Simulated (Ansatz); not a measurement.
# From the elastic tensor of CoO to moduli and sound speeds

These are results of DFT PBE+U, scalar-relativistic, plane waves, PAW (Ansatz), not measurements. Plane waves to 420 eV; Γ-centred k mesh 12×12×12; Gaussian smearing of 0.02 eV. U_eff = 3.32 eV on Co d. Collinear spin, site moments 2.6, 0.2 μB.

Symmetry: R-3m, No. 166, trigonal system. Conventional cell: a = 3.074 Å, b = 3.074 Å, c = 7.420 Å, α = 90.00°, β = 90.00°, γ = 120.00°. Co (site symmetry -3m) has 6 O at 2.16 Å as nearest neighbours. O (site symmetry -3m) has 6 Co at 2.16 Å as nearest neighbours.

The magnetic state is the one reached from the starting moments and may not be the lowest.

Relaxed-ion constants (GPa, on the Cartesian axes of the calculation):
C11 = 254.6, C12 = 130.2, C13 = 123.5, C14 = 4.6, C22 = 254.6, C23 = 123.5, C24 = -4.6, C33 = 260.7, C44 = 71.2, C55 = 71.2, C56 = 4.6, C66 = 62.2 GPa; the others vanish.

Density 6.148 g/cm³; 2 atoms in 20.24 Å³.

The values that follow are for a polycrystal of randomly turned grains, by Hill's mean where one number stands.

```json
{"Bulk modulus, Voigt / Reuss / Hill": "169.4 / 169.4 / 169.4 GPa", "Shear modulus, Voigt / Reuss / Hill": "67.1 / 66.6 / 66.8 GPa", "Young's modulus": "177 GPa", "Poisson ratio": "0.326", "Pugh ratio B/G": "2.53", "Universal anisotropy index": "0.04", "Longitudinal and transverse sound speeds": "6484 and 3297 m/s", "Debye temperature from the mean sound speed": "509 K"}
```

The tensor describes a solid that resists compression far more than shear, as expected for a largely ionic monoxide in which short-range Co–O repulsion opposes any loss of volume. Its near-isotropy isn't simply inherited from rock salt. In a cubic crystal viewed along the threefold axis, C33 above C11 would require C44 below C66, whereas here C44 is the larger. The trigonal distortion therefore leaves a real mark on the shear response, probably through uneven filling of the Co t2g shell.

The Co moment fits high-spin d7, but a single Co per primitive cell forces ferromagnetic alignment, while CoO is known to order antiferromagnetically through superexchange across oxygen. The known low-temperature distortion is also mainly tetragonal and tied to an unquenched orbital moment, which a calculation without spin-orbit coupling can't properly capture. The constants thus belong to the ferromagnetic trigonal state, not to the magnetic ground state. Nor does the high Pugh ratio establish ductility, which in an ionic crystal depends on the available slip systems and dislocation mobility.
